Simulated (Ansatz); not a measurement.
# Zr: from a trial structure to a relaxed crystal

Theory: DFT PBE, scalar-relativistic, plane waves, PAW in Ansatz 0.2.0. Cutoff 420 eV, Γ-centred k mesh, Gaussian smearing, no spin polarisation in the final step.

The start puts Zr on the samarium (9R) structure type (R-3m, No. 166), at a guessed volume.

```
CELL_PARAMETERS angstrom
1.69765 0.98014 8.20466
-1.69765 0.98014 8.20466
0.00000 -1.96028 8.20466
ATOMIC_POSITIONS crystal
Zr 0.00000 0.00000 0.00000
Zr 0.22222 0.22222 0.22222
Zr 0.77778 0.77778 0.77778
```

Cell and atoms relax at zero pressure; the relaxation can't lower the symmetry of the start. After a coarse first stage the cell is made exact in the group found at 0.06 Å.

Energies count from the standard state of Zr at the same level.

Task: Describe the relaxed structure.

Result: It keeps R-3m (No. 166). The result has the samarium (9R) structure. Conventional cell: a = 3.224 Å, c = 23.387 Å. Around Zr on Wyckoff site a (1 atom of the primitive cell) lie 12 Zr at 3.19–3.22 Å; Zr on Wyckoff site c (2 atoms of the primitive cell) is coordinated by 12 Zr at 3.19–3.22 Å.

```
Zr
1.0
     1.61187    0.93061    7.79554
    -1.61187    0.93061    7.79554
     0.00000   -1.86123    7.79554
Zr
3
Direct
  0.00000 0.00000 0.00000
  0.22282 0.22282 0.22282
  0.77718 0.77718 0.77718
```

Task: What are its volume, energy, density and gap?

Result: The volume per atom is 23.39 Å³, the density is 6.48 g/cm³ and the energy over the standard structure is 0.02 eV/atom. The gap on the 18×18×18 mesh is 0 eV (a metal).

The final run used a 18×18×18 mesh on its 3-atom cell and 0.10 eV smearing. For metals, differences of a few meV/atom aren't resolved. Symmetry constrained the relaxation, so the result can be a saddle point. The steps took of the order of 100 core-seconds in all.